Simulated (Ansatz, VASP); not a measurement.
**One calculation of Cd, two programs**

INCAR

```
ALGO = Normal
EDIFF = 1E-7
ENCUT = 520
GGA = PE
ISIF = 2
ISMEAR = 0
LASPH = True
LCHARG = False
LREAL = False
LWAVE = False
NBANDS = 12
NELM = 100
PREC = Accurate
SIGMA = 0.15
```

Contents of KPOINTS:

```
k-points
0
Gamma
  18 18 18
```

The input POSCAR:

```
Cd
1.0
   -0.0221814975      2.2181497500      2.2181497500
    2.1959682525      0.0000000000      2.1959682525
    2.2181497500      2.2181497500     -0.0221814975
Cd
1
Direct
    0.0000000000      0.0000000000      0.0000000000
```

Input for Ansatz:

```yaml
crystal:
  lattice:
    - [-0.0221814975, 2.21814975, 2.21814975]
    - [2.1959682525, 0.0, 2.1959682525]
    - [2.21814975, 2.21814975, -0.0221814975]
  atoms:
    - { symbol: Cd, position: [0.0, 0.0, 0.0] }
basis:
  ecutwfc: 420
kpoints:
  mp_grid: { grid: [18, 18, 18] }
hamiltonian:
  xc: pbe
scf:
  occupations: { method: gaussian, width: 0.15 }
output:
  forces: true
  stress: true
  eigenvalues: true
```

Change from the starting cell: strain -0.0200 x Voigt [0, 0, 0, 0, 1, 0], atoms carried along.

Alike in both runs: task single point; functional PBE; k mesh 18 × 18 × 18; occupations gaussian, width 0.15 eV; no spin polarisation.

|  | VASP | Ansatz |
| --- | --- | --- |
| version | VASP 6.6.1 | Ansatz 0.2.0 |
| potentials or method | VASP PAW PBE potentials, release 64 (Cd) | scalar-relativistic, plane waves, PAW |
| plane-wave cutoff (eV) | 520 | 420 |
| valence electrons in the cell | 12 | 20 |

|  | VASP | Ansatz | Ansatz less VASP |
| --- | --- | --- | --- |
| gap on the k mesh at the Fermi level (eV) | none | none | - |
| pressure (GPa) | 2.5 | 2.2 | -0.30 |

A gap of «none» marks a metal or a gap that the smearing closes. The two sets of potentials don't hold the same shells in valence.
